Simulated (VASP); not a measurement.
BaZrO₃ in VASP 6.6.1, single-point calculation

INCAR

```
LWAVE = .FALSE.
ISMEAR = 0
ENCUT = 520
PREC = Accurate
GGA = PE
NSW = 0
SIGMA = 0.05
LCHARG = .FALSE.
ISIF = 2
NELM = 120
EDIFF = 0.001
NBANDS = 28
IBRION = -1
LREAL = .FALSE.
LASPH = .TRUE.
```

KPOINTS

```
KPOINTS created by Atomic Simulation Environment
0
Gamma
3 3 3
0 0 0
```

POSCAR

```
Ba Zr O
 1.0000000000000000
     4.2053549142000000    0.0000000000000000    0.0000000000000000
     0.0000000000000000    4.2053549142000000    0.0000000000000000
     0.0000000000000000    0.0000000000000000    4.0791942668000001
 Ba  Zr  O
   1   1   3
Cartesian
  0.0000000000000000  0.0000000000000000  0.0000000000000000
  2.1026774570999995  2.1026774570999995  2.0395971333999996
  2.1026774570999995  2.1026774570999995  0.0000000000000000
  2.1026774570999995  0.0000000000000000  2.0395971333999996
  0.0000000000000000  2.1026774570999995  2.0395971333999996
```

The recommended PBE PAW datasets give the neutral cell 40 valence electrons.

Command

```
mpirun -np 1 vasp_std
```

Q: Predict the outcome of this run.

A: It converged. Results: gap between bands v and c on the k mesh 3.25 eV; least direct gap on the k mesh 3.25 eV; pressure 9.2 GPa. Band v is the last that the valence electrons fill when counted band by band, and c is the next.

OSZICAR

```
N       E                     dE             d eps       ncg     rms          rms(c)
DAV:   1     0.321356716624E+03    0.32136E+03   -0.22262E+04   336   0.141E+03
DAV:   2    -0.283767380516E+02   -0.34973E+03   -0.34081E+03   416   0.353E+02
DAV:   3    -0.487100204161E+02   -0.20333E+02   -0.20272E+02   536   0.808E+01
DAV:   4    -0.490786267153E+02   -0.36861E+00   -0.36823E+00   444   0.974E+00
DAV:   5    -0.490906784982E+02   -0.12052E-01   -0.12050E-01   492   0.122E+00    0.303E+01
DAV:   6    -0.415805067364E+02    0.75102E+01   -0.37229E+01   408   0.384E+01    0.133E+01
DAV:   7    -0.415244212077E+02    0.56086E-01   -0.24869E+00   468   0.868E+00    0.820E+00
DAV:   8    -0.415159231672E+02    0.84980E-02   -0.35981E-01   424   0.444E+00    0.860E-01
DAV:   9    -0.415086727191E+02    0.72504E-02   -0.68980E-02   440   0.147E+00    0.498E-01
DAV:  10    -0.415104351601E+02   -0.17624E-02   -0.15259E-02   476   0.102E+00    0.262E-01
DAV:  11    -0.415100681304E+02    0.36703E-03   -0.17789E-03   320   0.342E-01
   1 F= -.41510068E+02 E0= -.41510068E+02  d E =-.611634E-17
```

Standard output (part)

```
POSCAR found type information on POSCAR BaZrO
 POSCAR found :  3 types and       5 ions
 LDA part: xc-table for (Slater+PW92), standard interpolation
 POSCAR, INCAR and KPOINTS ok, starting setup
 WAVECAR not read
 entering main loop
```

These settings aren't sound, so the numbers aren't properties of the crystal.

On sound settings PBE gives a gap of 3.12 eV on its mesh and a pressure of 9.0 GPa for the intended cell.
